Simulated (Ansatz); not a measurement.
Compressing SiO₂

Computed with DFT LDA, scalar-relativistic, plane waves, PAW (Ansatz 0.2.0). Settings: 420 eV cutoff, 6×6×6 k-mesh, Gaussian smearing of 0.02 eV, no spin polarisation.

Reference structure (relaxed):

```yaml
crystal:
  lattice:
    - [0.00000, 4.69873, 7.34186]
    - [2.34720, 0.00000, 7.34186]
    - [2.34720, 4.69873, 0.00000]
  atoms:
    - { symbol: Si, position: [0.56308, 0.56308, 0.93692] }
    - { symbol: Si, position: [0.31308, 0.31308, 0.68692] }
    - { symbol: Si, position: [0.68692, 0.68692, 0.31308] }
    - { symbol: Si, position: [0.93692, 0.93692, 0.56308] }
    - { symbol: O, position: [0.62500, 0.12500, 0.62500] }
    - { symbol: O, position: [0.62500, 0.62500, 0.12500] }
    - { symbol: O, position: [0.62500, 0.62500, 0.62500] }
    - { symbol: O, position: [0.12500, 0.62500, 0.62500] }
    - { symbol: O, position: [0.18564, 0.81436, 0.18564] }
    - { symbol: O, position: [0.81436, 0.18564, 0.81436] }
    - { symbol: O, position: [0.43564, 0.06436, 0.43564] }
    - { symbol: O, position: [0.06436, 0.43564, 0.06436] }
```

Cell and atoms are relaxed at each pressure within the symmetry of the start, at zero temperature, so transitions that lower the symmetry aren't seen. The k-mesh given is that at zero pressure and may differ at others. a, b and c are the lengths of the cell vectors above. The axial ratios are soft, so the single lengths don't run smoothly. ΔH is E + PV over the energy at zero pressure. Gaps are Kohn–Sham gaps over the whole zone.

```csv
P (GPa),V (Å³/atom),V/V0,a (Å),b (Å),c (Å),α (°),β (°),γ (°),ΔH (eV/atom),gap (eV)
-3,13.84,1.025,8.781,7.759,5.303,82.2,61.1,36.7,-0.256,5.46
0,13.50,1.000,8.717,7.708,5.252,82.2,61.2,36.7,0.000,5.60
3,13.18,0.976,8.658,7.662,5.204,82.2,61.3,36.5,0.250,5.70
8,?,?,?,?,?,?,?,?,?,?
15,12.12,0.898,8.496,7.556,5.018,82.4,61.8,35.8,1.195,5.77
30,?,?,?,?,?,?,?,?,?,?
```

(1) What stands in the row for 8 GPa?

(2) What stands in the row for 30 GPa?

## Answers

(1) V 12.71 Å³/atom; V/V0 0.941; a 8.577 Å; b 7.603 Å; c 5.127 Å; α 82.2 °; β 61.4 °; γ 36.3 °; ΔH 0.653 eV/atom; gap 5.77 eV.

(2) V 10.99 Å³/atom; V/V0 0.814; a 8.621 Å; b 7.740 Å; c 4.776 Å; α 83.5 °; β 63.1 °; γ 33.4 °; ΔH 2.278 eV/atom; gap 5.42 eV.

This form isn't the usual stable structure of the compound.